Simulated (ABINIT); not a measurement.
Crystal: Sb.

```
CELL_PARAMETERS angstrom
4.52770 0.00000 0.00000
0.00000 4.42110 0.00000
-1.32052 0.00000 6.36435
ATOMIC_POSITIONS crystal
Sb 0.33993 0.25000 0.68367
Sb 0.93664 0.75000 0.76276
Sb 0.06336 0.25000 0.23724
Sb 0.66007 0.75000 0.31633
```

This isn't the form of Sb at room conditions, which is rhombohedral.

Base run:

- Program: ABINIT 10.8.3 (patched build)
- Functional: PBEsol
- Potentials or basis: JTH PAW PBE v2.0
- Cutoff: 435 eV
- k mesh: 6 × 6 × 4
- Occupations: fermi-dirac, width 0.05 eV
- Spin: no spin polarisation

Its results: band gap on the k mesh none (metal or under the smearing width); pressure -2.4 GPa; largest force 0.136 eV/Å.

Task: The run is repeated on the same cell with these changes: functional from PBEsol to LDA; potentials or basis from JTH PAW PBE v2.0 to JTH PAW LDA v2.0. What comes out?

Result: Band gap on the k mesh none (metal or under the smearing width); pressure -3.5 GPa; largest force 0.236 eV/Å.

Caveats: the PAW data sets were made with another functional, which shifts forces and pressure a little (some runs); spin-orbit coupling is left out, which moves the levels of the heavy elements (some runs).
